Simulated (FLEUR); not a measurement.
# Sb (Im-3m) in FLEUR: further runs

One crystal, Sb, is run at these levels: TPSS, PBEsol; tasks: band structure, equation of state.

Everything below comes from runs of FLEUR MaX-R8.1 (later development tree). Logs are shortened: lines on timing, memory, paths and dates and some standing lists are left out, and cuts for length are marked.

## (1) The structure

It takes space group Im-3m (No. 229, cubic). The conventional cell has a = 3.743 Å, b = 3.743 Å, c = 3.743 Å, α = 90.00°, β = 90.00°, γ = 90.00°. Around Sb (site symmetry m-3m) lie 8 Sb at 3.24 Å.

This isn't the form of Sb at room conditions, which is rhombohedral.

## (2) Band structure, TPSS

Contents of inp.xml:

```xml
<?xml version="1.0" encoding="UTF-8" standalone="no"?>
<fleurInput fleurInputVersion="0.39">
   <comment>
      Sb                                                                                                  
   </comment>
   <calculationSetup>
      <cutoffs Kmax="4.1" Gmax="12.7" GmaxXC="12.7" numbands="0"/>
      <scfLoop itmax="80" minDistance="0.0001" maxIterBroyd="30" imix="Anderson" alpha="0.05" precondParam="0.0" spinf="2.0" sdNocoIR="T"/>
      <coreElectrons ctail="F" frcor="F" kcrel="0" coretail_lmax="0"/>
      <xcFunctional name="LibXC" relativisticCorrections="F">
         <LibXCName exchange="mgga_x_tpss" correlation="mgga_c_tpss"/>
         <AuxGGA exchange="117" correlation="130"/>
      </xcFunctional>
      <magnetism jspins="1"/>
      <soc l_soc="F" theta="0.0" phi="0.0" spav="F"/>
      <expertModes spex="0" secvar="F"/>
      <geometryOptimization l_f="F" forcealpha="1.0" forcemix="BFGS" epsdisp="0.00001" epsforce="0.00001"/>
      <ldaU l_linMix="F" mixParam="0.05" spinf="1.0"/>
   </calculationSetup>
   <cell>
      <bzIntegration valenceElectrons="21.0" mode="hist" fermiSmearingEnergy="0.00183747">
         <kPointListSelection listName="default-1"/>
         <!-- k-points included here -->
         <xi:include xmlns:xi="http://www.w3.org/2001/XInclude" href="kpts.xml"> </xi:include>
      </bzIntegration>
      <!-- symmetry operations included here -->
      <xi:include xmlns:xi="http://www.w3.org/2001/XInclude" href="sym.xml"> </xi:include>
      <bulkLattice scale="1.0">
         <bravaisMatrix>
            <row-1>   -3.5363217608732280     3.5363217608732280     3.5363217608732280</row-1>
            <row-2>    3.5363217608732280    -3.5363217608732280     3.5363217608732280</row-2>
            <row-3>    3.5363217608732280     3.5363217608732280    -3.5363217608732280</row-3>
         </bravaisMatrix>
      </bulkLattice>
   </cell>
   <atomSpecies>
      <species name="Antimony (Sb)" element="Sb" atomicNumber="51">
         <mtSphere radius="2.66" gridPoints="879" logIncrement="0.015"/>
         <atomicCutoffs lmax="10" lnonsphr="10"/>
         <electronConfig flipSpins="F">
            <coreConfig>(1s1/2) (2s1/2) (2p1/2) (2p3/2) (3s1/2) (3p1/2) (3p3/2) (4s1/2) (3d3/2) (3d5/2)</coreConfig>
            <valenceConfig>(4p1/2) (4p3/2) (5s1/2) (4d3/2) (4d5/2) (5p1/2) (5p3/2)</valenceConfig>
            <stateOccupation state="(5p1/2)" spinUp="0.500000" spinDown="0.500000"/>
            <stateOccupation state="(5p3/2)" spinUp="1.000000" spinDown="1.000000"/>
         </electronConfig>
         <energyParameters s="5" p="5" d="5" f="4"/>
         <lo type="SCLO" l="1" n="4" eDeriv="0"/>
         <lo type="SCLO" l="1" n="4" eDeriv="1"/>
         <lo type="SCLO" l="2" n="4" eDeriv="0"/>
         <lo type="SCLO" l="2" n="4" eDeriv="1"/>
         <lo type="SCLO" l="0" n="5" eDeriv="2"/>
         <lo type="SCLO" l="3" n="4" eDeriv="2"/>
      </species>
   </atomSpecies>
   <atomGroups>
      <atomGroup species="Antimony (Sb)">
         <relPos label="                   1">.0000000000 .0000000000 .0000000000</relPos>
         <force calculate="T" relaxXYZ="TTT"/>
      </atomGroup>
   </atomGroups>
   <output dos="F" band="F" slice="F">
      <checks vchk="F" cdinf="F"/>
      <bandDOS minEnergy="-.5*Htr" maxEnergy="0.5*Htr" sigma="0.015" storeEVData="T"/>
      <vacuumDOS vacdos="F" integ="F" star="F" nstars="0" locx1="0.0" locy1="0.0" locx2="0.0" locy2="0.0" nstm="0" tworkf="0.0"/>
      <unfoldingBand unfoldBand="F" supercellX="1" supercellY="1" supercellZ="1"/>
      <plotting iplot="0" polar="F">
         <plot TwoD="T" vec1="  1.0  0.0  0.0" vec2="  0.0  1.0  0.0" vec3="  0.0  0.0  1.0" zero="  0.0  0.0  0.0" file="plot"/>
      </plotting>
      <chargeDensitySlicing numkpt="0" minEigenval="0.0" maxEigenval="0.0" nnne="0" pallst="F"/>
      <specialOutput eonly="F"/>
      <moessbauerParams electricFieldGradient="T" isomerShift="T" coreHyperfine="T" valenceHyperfine="T"/>
      <magneticCircularDichroism mcd="F" energyLo="-10.0" energyUp="0.0"/>
   </output>
  <!-- We include the file relax.xml here to enable relaxations (see documentation) -->
  <xi:include xmlns:xi="http://www.w3.org/2001/XInclude" href="relax.xml"> <xi:fallback/> </xi:include>
</fleurInput>
```

Contents of crystal.txt:

```
Sb
&input cartesian=F /
-1.8713408863  1.8713408863  1.8713408863
1.8713408863  -1.8713408863  1.8713408863
1.8713408863  1.8713408863  -1.8713408863
1.8897261246
1.0 1.0 1.0

1
51 0.0000000000  0.0000000000  0.0000000000

&kpt div1=10 div2=10 div3=10 gamma=T /
```

Contents of inp.xml (bands):

```
<?xml version="1.0" encoding="UTF-8" standalone="no"?>
<fleurInput fleurInputVersion="0.39">
   <comment>
      Sb                                                                                                  
   </comment>
   <calculationSetup>
      <cutoffs Kmax="4.1" Gmax="12.7" GmaxXC="12.7" numbands="0"/>
      <scfLoop itmax="80" minDistance="0.0001" maxIterBroyd="30" imix="Anderson" alpha="0.05" precondParam="0.0" spinf="2.0" sdNocoIR="T"/>
      <coreElectrons ctail="F" frcor="F" kcrel="0" coretail_lmax="0"/>
      <xcFunctional name="LibXC" relativisticCorrections="F">
         <LibXCName exchange="mgga_x_tpss" correlation="mgga_c_tpss"/>
         <AuxGGA exchange="117" correlation="130"/>
      </xcFunctional>
      <magnetism jspins="1"/>
      <soc l_soc="F" theta="0.0" phi="0.0" spav="F"/>
      <expertModes spex="0" secvar="F"/>
      <geometryOptimization l_f="F" forcealpha="1.0" forcemix="BFGS" epsdisp="0.00001" epsforce="0.00001"/>
      <ldaU l_linMix="F" mixParam="0.05" spinf="1.0"/>
   </calculationSetup>
   <cell>
      <bzIntegration valenceElectrons="21.0" mode="hist" fermiSmearingEnergy="0.00183747">
         <kPointListSelection listName="path-1"/>
         <!-- k-points included here -->
         <xi:include xmlns:xi="http://www.w3.org/2001/XInclude" href="kpts.xml"> </xi:include>
      </bzIntegration>
      <!-- symmetry operations included here -->
      <xi:include xmlns:xi="http://www.w3.org/2001/XInclude" href="sym.xml"> </xi:include>
      <bulkLattice scale="1.0">
         <bravaisMatrix>
            <row-1>   -3.5363217608732280     3.5363217608732280     3.5363217608732280</row-1>
            <row-2>    3.5363217608732280    -3.5363217608732280     3.5363217608732280</row-2>
            <row-3>    3.5363217608732280     3.5363217608732280    -3.5363217608732280</row-3>
         </bravaisMatrix>
      </bulkLattice>
   </cell>
   <atomSpecies>
      <species name="Antimony (Sb)" element="Sb" atomicNumber="51">
         <mtSphere radius="2.66" gridPoints="879" logIncrement="0.015"/>
         <atomicCutoffs lmax="10" lnonsphr="10"/>
         <electronConfig flipSpins="F">
            <coreConfig>(1s1/2) (2s1/2) (2p1/2) (2p3/2) (3s1/2) (3p1/2) (3p3/2) (4s1/2) (3d3/2) (3d5/2)</coreConfig>
            <valenceConfig>(4p1/2) (4p3/2) (5s1/2) (4d3/2) (4d5/2) (5p1/2) (5p3/2)</valenceConfig>
            <stateOccupation state="(5p1/2)" spinUp="0.500000" spinDown="0.500000"/>
            <stateOccupation state="(5p3/2)" spinUp="1.000000" spinDown="1.000000"/>
         </electronConfig>
         <energyParameters s="5" p="5" d="5" f="4"/>
         <lo type="SCLO" l="1" n="4" eDeriv="0"/>
         <lo type="SCLO" l="1" n="4" eDeriv="1"/>
         <lo type="SCLO" l="2" n="4" eDeriv="0"/>
         <lo type="SCLO" l="2" n="4" eDeriv="1"/>
         <lo type="SCLO" l="0" n="5" eDeriv="2"/>
         <lo type="SCLO" l="3" n="4" eDeriv="2"/>
      </species>
   </atomSpecies>
   <atomGroups>
      <atomGroup species="Antimony (Sb)">
         <relPos label="                   1">.0000000000 .0000000000 .0000000000</relPos>
         <force calculate="T" relaxXYZ="TTT"/>
      </atomGroup>
   </atomGroups>
   <output dos="F" band="T" slice="F">
      <checks vchk="F" cdinf="F"/>
      <bandDOS minEnergy="-.5*Htr" maxEnergy="0.5*Htr" sigma="0.015" storeEVData="T"/>
      <vacuumDOS vacdos="F" integ="F" star="F" nstars="0" locx1="0.0" locy1="0.0" locx2="0.0" locy2="0.0" nstm="0" tworkf="0.0"/>
      <unfoldingBand unfoldBand="F" supercellX="1" supercellY="1" supercellZ="1"/>
      <plotting iplot="0" polar="F">
         <plot TwoD="T" vec1="  1.0  0.0  0.0" vec2="  0.0  1.0  0.0" vec3="  0.0  0.0  1.0" zero="  0.0  0.0  0.0" file="plot"/>
      </plotting>
      <chargeDensitySlicing numkpt="0" minEigenval="0.0" maxEigenval="0.0" nnne="0" pallst="F"/>
      <specialOutput eonly="F"/>
      <moessbauerParams electricFieldGradient="T" isomerShift="T" coreHyperfine="T" valenceHyperfine="T"/>
      <magneticCircularDichroism mcd="F" energyLo="-10.0" energyUp="0.0"/>
   </output>
  <!-- We include the file relax.xml here to enable relaxations (see documentation) -->
  <xi:include xmlns:xi="http://www.w3.org/2001/XInclude" href="relax.xml"> <xi:fallback/> </xi:include>
</fleurInput>
```

Potentials or basis: all-electron, FLAPW.

Run with:

```sh
inpgen -f crystal.txt -profile fastHighL
# inp.xml edited to the form shown
fleur_MPI
fleur_MPI   # second run, on inp.xml (bands)
```

What it wrote:

```text
Welcome to FLEUR        (www.flapw.de)
      MaX-Release 8.1          (www.max-centre.eu)
 func_ids         231         202         231         202
 MetaGGA potential functional detected - V_tau will be computed
 Auxiliary Potential for radial basis: exchange=         117  correlation=         130
The functional 'Tao, Perdew, Staroverov & Scuseria' is an exchange functional, it belongs to the 'MGGA' family and is defined in the reference(s):
[1] J. Tao, J. P. Perdew, V. N. Staroverov, and G. E. Scuseria.,  Phys. Rev. Lett. 91, 146401 (2003)
[2] J. P. Perdew, J. Tao, V. N. Staroverov, and G. E. Scuseria.,  J. Chem. Phys. 120, 6898 (2004)
The functional 'Tao, Perdew, Staroverov & Scuseria' is a correlation functional, it belongs to the 'MGGA' family and is defined in the reference(s):
[1] J. Tao, J. P. Perdew, V. N. Staroverov, and G. E. Scuseria.,  Phys. Rev. Lett. 91, 146401 (2003)
[2] J. P. Perdew, J. Tao, V. N. Staroverov, and G. E. Scuseria.,  J. Chem. Phys. 120, 6898 (2004)
 Using same functional for VXC and EXC

 ========== k-point set info ==========
 Selected k-point list: default-1
 k-point list type: mesh
 10 x 10 x 10
 Number of k points: 47

 ------------Calculation Setup---------------------------
 Number of MPI-tasks      :            1
 Number of PE/node        :            1
 Number of OMP-threads    :            1
 Most efficient MPI parallelization for:
           1          47
 Additional eigenvalue parallelization possible
 Number of basis functions:          278
 Approximate size of matrices (H+S) per k-point:         0.001 GB
 --------------------------------------------------------
The functional 'Hammer, Hansen, and Norskov' is an exchange functional, it belongs to the 'GGA' family and is defined in the reference(s):
[1] B. Hammer, L. B. Hansen, and J. K. Nørskov.,  Phys. Rev. B 59, 7413 (1999)
The functional 'Perdew, Burke & Ernzerhof' is a correlation functional, it belongs to the 'GGA' family and is defined in the reference(s):
[1] J. P. Perdew, K. Burke, and M. Ernzerhof.,  Phys. Rev. Lett. 77, 3865 (1996)
[2] J. P. Perdew, K. Burke, and M. Ernzerhof.,  Phys. Rev. Lett. 78, 1396 (1997)
 Using same functional for VXC and EXC
 Using auxiliary GGA potential for the first iteration of MetaGGA calculation.
 Reset of history
 Reset of history
 Iteration:     1   Distance:      26.09437213 me/bohr^3
The functional 'Hammer, Hansen, and Norskov' is an exchange functional, it belongs to the 'GGA' family and is defined in the reference(s):
[1] B. Hammer, L. B. Hansen, and J. K. Nørskov.,  Phys. Rev. B 59, 7413 (1999)
The functional 'Perdew, Burke & Ernzerhof' is a correlation functional, it belongs to the 'GGA' family and is defined in the reference(s):
[1] J. P. Perdew, K. Burke, and M. Ernzerhof.,  Phys. Rev. Lett. 77, 3865 (1996)
[2] J. P. Perdew, K. Burke, and M. Ernzerhof.,  Phys. Rev. Lett. 78, 1396 (1997)
 Using same functional for VXC and EXC
 Iteration:     2   Distance:      24.72742056 me/bohr^3
The functional 'Hammer, Hansen, and Norskov' is an exchange functional, it belongs to the 'GGA' family and is defined in the reference(s):
[1] B. Hammer, L. B. Hansen, and J. K. Nørskov.,  Phys. Rev. B 59, 7413 (1999)
The functional 'Perdew, Burke & Ernzerhof' is a correlation functional, it belongs to the 'GGA' family and is defined in the reference(s):
[1] J. P. Perdew, K. Burke, and M. Ernzerhof.,  Phys. Rev. Lett. 77, 3865 (1996)
[2] J. P. Perdew, K. Burke, and M. Ernzerhof.,  Phys. Rev. Lett. 78, 1396 (1997)
 Using same functional for VXC and EXC
 Iteration:     3   Distance:      23.48117562 me/bohr^3
The functional 'Hammer, Hansen, and Norskov' is an exchange functional, it belongs to the 'GGA' family and is defined in the reference(s):
[1] B. Hammer, L. B. Hansen, and J. K. Nørskov.,  Phys. Rev. B 59, 7413 (1999)
The functional 'Perdew, Burke & Ernzerhof' is a correlation functional, it belongs to the 'GGA' family and is defined in the reference(s):
[1] J. P. Perdew, K. Burke, and M. Ernzerhof.,  Phys. Rev. Lett. 77, 3865 (1996)
[2] J. P. Perdew, K. Burke, and M. Ernzerhof.,  Phys. Rev. Lett. 78, 1396 (1997)
 Using same functional for VXC and EXC
 Iteration:     4   Distance:       0.99633550 me/bohr^3
The functional 'Hammer, Hansen, and Norskov' is an exchange functional, it belongs to the 'GGA' family and is defined in the reference(s):
[1] B. Hammer, L. B. Hansen, and J. K. Nørskov.,  Phys. Rev. B 59, 7413 (1999)
The functional 'Perdew, Burke & Ernzerhof' is a correlation functional, it belongs to the 'GGA' family and is defined in the reference(s):
[1] J. P. Perdew, K. Burke, and M. Ernzerhof.,  Phys. Rev. Lett. 77, 3865 (1996)
[2] J. P. Perdew, K. Burke, and M. Ernzerhof.,  Phys. Rev. Lett. 78, 1396 (1997)
 Using same functional for VXC and EXC
 Iteration:     5   Distance:       0.21022663 me/bohr^3
The functional 'Hammer, Hansen, and Norskov' is an exchange functional, it belongs to the 'GGA' family and is defined in the reference(s):
[... 25 lines left out ...]
 Using same functional for VXC and EXC
 Iteration:     9   Distance:       0.00189422 me/bohr^3
The functional 'Hammer, Hansen, and Norskov' is an exchange functional, it belongs to the 'GGA' family and is defined in the reference(s):
[1] B. Hammer, L. B. Hansen, and J. K. Nørskov.,  Phys. Rev. B 59, 7413 (1999)
The functional 'Perdew, Burke & Ernzerhof' is a correlation functional, it belongs to the 'GGA' family and is defined in the reference(s):
[1] J. P. Perdew, K. Burke, and M. Ernzerhof.,  Phys. Rev. Lett. 77, 3865 (1996)
[2] J. P. Perdew, K. Burke, and M. Ernzerhof.,  Phys. Rev. Lett. 78, 1396 (1997)
 Using same functional for VXC and EXC
 Iteration:    10   Distance:       0.00024739 me/bohr^3
The functional 'Hammer, Hansen, and Norskov' is an exchange functional, it belongs to the 'GGA' family and is defined in the reference(s):
[1] B. Hammer, L. B. Hansen, and J. K. Nørskov.,  Phys. Rev. B 59, 7413 (1999)
The functional 'Perdew, Burke & Ernzerhof' is a correlation functional, it belongs to the 'GGA' family and is defined in the reference(s):
[1] J. P. Perdew, K. Burke, and M. Ernzerhof.,  Phys. Rev. Lett. 77, 3865 (1996)
[2] J. P. Perdew, K. Burke, and M. Ernzerhof.,  Phys. Rev. Lett. 78, 1396 (1997)
 Using same functional for VXC and EXC
 Iteration:    11   Distance:       0.00021081 me/bohr^3
The functional 'Hammer, Hansen, and Norskov' is an exchange functional, it belongs to the 'GGA' family and is defined in the reference(s):
[1] B. Hammer, L. B. Hansen, and J. K. Nørskov.,  Phys. Rev. B 59, 7413 (1999)
The functional 'Perdew, Burke & Ernzerhof' is a correlation functional, it belongs to the 'GGA' family and is defined in the reference(s):
[1] J. P. Perdew, K. Burke, and M. Ernzerhof.,  Phys. Rev. Lett. 77, 3865 (1996)
[2] J. P. Perdew, K. Burke, and M. Ernzerhof.,  Phys. Rev. Lett. 78, 1396 (1997)
 Using same functional for VXC and EXC
 Iteration:    12   Distance:       0.00001972 me/bohr^3

 ********************************************************************
 Run finished successfully
 Stop message:
   all done
 ********************************************************************
```

It took 24 s on 1 thread of Arm Neoverse V1, shared host; peak memory 0.09 GiB.

What came out:

```yaml
Free_energy: -176423.0479 eV
Band_gap_along_the_path: none (metal or under the smearing width)
Valence_electrons_inside_the_program's_atomic_spheres: Sb 19.05 (radii Sb 2.66 bohr)
```

Levels at the corners of the path, in eV from the Fermi level:
```csv
point,band 8,band 9,band 10,band 11,band 12,band 13
Γ,-29.33,-13.14,5.74,5.74,5.74,11.56
H,-29.29,-5.48,-2.05,-2.05,-2.05,2.90
N,-29.28,-8.89,-5.79,1.78,3.82,6.66
Γ,-29.33,-13.14,5.74,5.74,5.74,11.56
P,-29.33,-7.83,-2.88,-2.88,-2.88,16.28
H,-29.29,-5.48,-2.05,-2.05,-2.05,2.90
P,-29.33,-7.83,-2.88,-2.88,-2.88,16.28
N,-29.28,-8.89,-5.79,1.78,3.82,6.66
```

Core levels (eV from the Fermi level):
```tsv
atom	levels
1 Sb	1s1/2 -30283.3, 2s1/2 -4603.6, 2p1/2 -4305.9, 2p3/2 -4054.1, 3s1/2 -899.4, 3p1/2 -777.9, 3p3/2 -731.4, 4s1/2 -144.6, 3d3/2 -517.1, 3d5/2 -507.4
```

Caveat: the meta-GGA is that of a development version, with a GGA for the radial functions and cores and without core tails; spin-orbit coupling is left out, which moves the levels of the heavy elements.

## (3) Equation of state, PBEsol, 24.64 Å³/atom (volume scaled by 0.94)

Changes to inp.xml since step 2:

```diff
@@ -7,8 +7,5 @@
       <cutoffs Kmax="4.1" Gmax="12.7" GmaxXC="12.7" numbands="0"/>
-      <scfLoop itmax="80" minDistance="0.0001" maxIterBroyd="30" imix="Anderson" alpha="0.05" precondParam="0.0" spinf="2.0" sdNocoIR="T"/>
-      <coreElectrons ctail="F" frcor="F" kcrel="0" coretail_lmax="0"/>
-      <xcFunctional name="LibXC" relativisticCorrections="F">
-         <LibXCName exchange="mgga_x_tpss" correlation="mgga_c_tpss"/>
-         <AuxGGA exchange="117" correlation="130"/>
-      </xcFunctional>
+      <scfLoop itmax="60" minDistance="0.00001" maxIterBroyd="15" imix="Anderson" alpha="0.05" precondParam="0.0" spinf="2.0" sdNocoIR="T"/>
+      <coreElectrons ctail="T" frcor="F" kcrel="0" coretail_lmax="0"/>
+      <xcFunctional name="PBEs" relativisticCorrections="F"/>
       <magnetism jspins="1"/>
@@ -16,3 +13,3 @@
       <expertModes spex="0" secvar="F"/>
-      <geometryOptimization l_f="F" forcealpha="1.0" forcemix="BFGS" epsdisp="0.00001" epsforce="0.00001"/>
+      <geometryOptimization l_f="F" forcealpha="1.0" forcemix="BFGS" epsdisp="0.0005" epsforce="0.0002"/>
       <ldaU l_linMix="F" mixParam="0.05" spinf="1.0"/>
@@ -27,3 +24,3 @@
       <xi:include xmlns:xi="http://www.w3.org/2001/XInclude" href="sym.xml"> </xi:include>
-      <bulkLattice scale="1.0">
+      <bulkLattice scale="0.9795861087">
          <bravaisMatrix>
```

Potentials or basis: all-electron, FLAPW.

Run with:

```sh
inpgen -f crystal.txt -profile fastHighL
# inp.xml edited to the form shown
fleur_MPI
```

Wall time 12 s (1 thread of Arm Neoverse V2, shared host); peak memory 0.07 GiB.

Results (log left out):

| Item | Value |
| --- | --- |
| Free energy | -176350.6378 eV |
| Band gap on the k mesh | none (metal or under the smearing width) |
| Valence electrons inside the program's atomic spheres | Sb 19.12 (radii Sb 2.66 bohr) |

## (4) Equation of state, PBEsol, 25.16 Å³/atom (volume scaled by 0.96)

Changes to inp.xml since step 3:

```diff
@@ -24,3 +24,3 @@
       <xi:include xmlns:xi="http://www.w3.org/2001/XInclude" href="sym.xml"> </xi:include>
-      <bulkLattice scale="0.9795861087">
+      <bulkLattice scale="0.9864848297">
          <bravaisMatrix>
```

Run with:

```sh
inpgen -f crystal.txt -profile fastHighL
# inp.xml edited to the form shown
fleur_MPI
```

It took 12 s on 1 thread of Arm Neoverse V2, shared host; peak memory 0.07 GiB.

Results (log left out):

```
Free energy                                           : -176350.6504 eV
Band gap on the k mesh                                : none (metal or under the smearing width)
Valence electrons inside the program's atomic spheres : Sb 19.10 (radii Sb 2.66 bohr)
```

## (5) Equation of state, PBEsol, 25.69 Å³/atom (volume scaled by 0.98)

Changes to inp.xml since step 4:

```diff
@@ -24,3 +24,3 @@
       <xi:include xmlns:xi="http://www.w3.org/2001/XInclude" href="sym.xml"> </xi:include>
-      <bulkLattice scale="0.9864848297">
+      <bulkLattice scale="0.9932883884">
          <bravaisMatrix>
```

Run with:

```sh
inpgen -f crystal.txt -profile fastHighL
# inp.xml edited to the form shown
fleur_MPI
```

Run time: 12 s. Hardware: 1 thread of Arm Neoverse V2, shared host; peak memory 0.07 GiB.

It converged, with:

```yaml
Free_energy: -176350.6576 eV
Band_gap_on_the_k_mesh: none (metal or under the smearing width)
Valence_electrons_inside_the_program's_atomic_spheres: Sb 19.08 (radii Sb 2.66 bohr)
```

(Part 1 of 2 ends here.)
